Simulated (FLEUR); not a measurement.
# CaF2 (Fluorite): equation of state with PBE

Crystal: CaF2 (Fluorite).

```xyz
3
Lattice="0.0000 2.7310 2.7310 2.7310 0.0000 2.7310 2.7310 2.7310 0.0000" Properties=species:S:1:pos:R:3 pbc="T T T"
Ca    0.0000    0.0000    0.0000
F     4.0965    4.0965    4.0965
F     1.3655    1.3655    1.3655
```

- Program: FLEUR MaX-R8.1 (later development tree)
- Task: equation of state
- Functional: PBE
- Potentials or basis: all-electron
- Basis: FLAPW
- Kmax: 4.32 1/bohr
- k mesh: 8 × 8 × 8
- Occupations: fermi-dirac, width 0.05 eV
- Spin: no spin polarisation

- Equilibrium volume: 13.93 Å³/atom
- Bulk modulus: 76 GPa
- Pressure derivative of the bulk modulus: 4.9 (rough: it moves with the points fitted)

Energy against volume, from the lowest point:
```
volume (Å³/atom)  energy (meV/atom)
          12.764              27.60
          13.036              15.46
          13.308               7.04
          13.579               2.01
          13.851               0.00
          14.122               0.11
          14.394               3.17
```

PBE usually gives volumes a little too large and moduli too small. Zero-point motion and thermal expansion aren't in these numbers.
